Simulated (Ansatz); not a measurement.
Input and command of a calculation in Ansatz (plane waves; scalar-relativistic PAW potentials unless the input names others):

```yaml
crystal:
  lattice:
    - [-2.1525902185, 2.1525902185, 2.1525902185]
    - [2.1525902185, -2.1525902185, 2.1525902185]
    - [2.1525902185, 2.1525902185, -2.1525902185]
  atoms:
    - { symbol: Ca, position: [0.0, 0.0, 0.0] }
  symmetry: { detect: false }
basis:
  ecutwfc: 420
kpoints:
  mp_grid: { grid: [14, 14, 14] }
hamiltonian:
  xc: pbe
  dispersion: d3bj
scf:
  occupations: { method: gaussian, width: 0.1 }
  initial_density: { chi_scale: 0.0 }
output:
  forces: true
  eigenvalues: true
  stress: true
```

```bash
ansatz run input.yaml --threads 1 --pin off --max-ram 2560MiB --backend cpu --events-out ev --progress --plain --runs-dir out
```

Abridged log:
```
Pseudopotentials: kind: paw
Pseudopotential: Ca, paw, valence charge 10, recommended cutoff 420 eV (normal)
Functional definition: PBE
Crystal: 1 atom, lattice volume = 39.897 Å³
Basis set: ecut = 420 eV, 767 PW (Γ), exchange–correlation on 50×50×50 points (8 copies of the dense FFT grid, shifted against one another)
Bands: 9, of which v1, the nominal top of the filled ones, is band 5 counted from 1 (4 counted from 0)
Symmetry: 1 space group operations
k-points: 1376 of 2744 (time reversal used)
Initial density: superposition of atomic densities (chi_scale 0, normalization cell)
Initial wavefunctions: pseudopotential atomic-orbital guess
Functional: x = pbe(κ = 0.804, μ = 0.21951497), c = pbe(β = 0.06672455)
SCF iter   1: F=—  HF=-1817.079849 eV  |F-HF|=—  |Δ(HF+E_count)|=         —  Δρ=7.27e-3  dr2=1.55e-2  ethr=3.10e-3  ⟨swp⟩=6.1  Hψ=103602  notcnv=0
SCF iter   2: F=—  HF=-1817.080808 eV  |F-HF|=—  |Δ(HF+E_count)|=   9.59e-4  Δρ=4.37e-3  dr2=5.25e-3  ethr=1.55e-4  ⟨swp⟩=2.1  Hψ=27228  notcnv=0
SCF iter   3: F=—  HF=-1817.083752 eV  |F-HF|=—  |Δ(HF+E_count)|=   2.94e-3  Δρ=9.07e-4  dr2=3.32e-4  ethr=5.25e-5  ⟨swp⟩=3.0  Hψ=24722  notcnv=0
SCF iter   4: F=—  HF=-1817.084007 eV  |F-HF|=—  |Δ(HF+E_count)|=   2.55e-4  Δρ=1.84e-4  dr2=1.66e-5  ethr=3.32e-6  ⟨swp⟩=2.0  Hψ=13800  notcnv=0
SCF iter   5: F=—  HF=-1817.084006 eV  |F-HF|=—  |Δ(HF+E_count)|=   4.79e-7  Δρ=2.22e-5  dr2=2.23e-7  ethr=1.66e-7  ⟨swp⟩=2.0  Hψ=13814  notcnv=0
SCF iter   6: F=-1817.084006 eV  HF=-1817.084006 eV  |F-HF|=5.13e-9  |Δ(HF+E_count)|=   4.42e-8  Δρ=4.06e-6  dr2=3.48e-9  ethr=1.00e-9  ⟨swp⟩=5.0  Hψ=65639  notcnv=0
SCF 1 converged in 6 iterations: F = -1817.084006 eV  dr2 = 3.48e-9
SCF converged after 6 iterations
Free energy (F): -1817.084006 eV
Harris-Foulkes:  -1817.084006 eV  (|F-HF|=5.13e-9)
Internal energy: -1817.075905 eV  (E = F + TS)
E sigma→0 (E₀):  -1817.079956 eV
Entropy (-TS):   -0.008101 eV (-8.101 meV/atom)
Fermi energy:    5.408069 eV
  E_disp       = -0.243267  (pairwise vdW)
--- Forces (eV/Å), atoms counted from 1 ---
  atom   1  Ca    -0.00000016    -0.00000024    -0.00000007
--- Stress (GPa, compression-positive) ---
        0.019399       0.000000       0.000000
        0.000000       0.019400       0.000000
        0.000000       0.000000       0.019400
  P = ⅓ Tr σ = 0.0194 GPa (0.194 kbar)
```

Apart from outputs, empty bands and the relaxation, which only the reference makes, the input differs from a reference run on usual settings in scf.initial_density.chi_scale: not typed → 0.0; crystal.symmetry: not typed → {"detect": false}. The reference, at the same geometry, ended its own course with pressure 0.02 GPa, largest force 0.000 eV/Å, no gap on the mesh. This run converged in 6 SCF iterations with an energy at zero smearing within 0.01 meV/atom of the reference's, pressure 0.02 GPa, largest force 0.000 eV/Å, no gap on the mesh.

Time: 34 s on 1 thread of Arm Neoverse V2, with other jobs on the host, peak memory 0.88 GiB.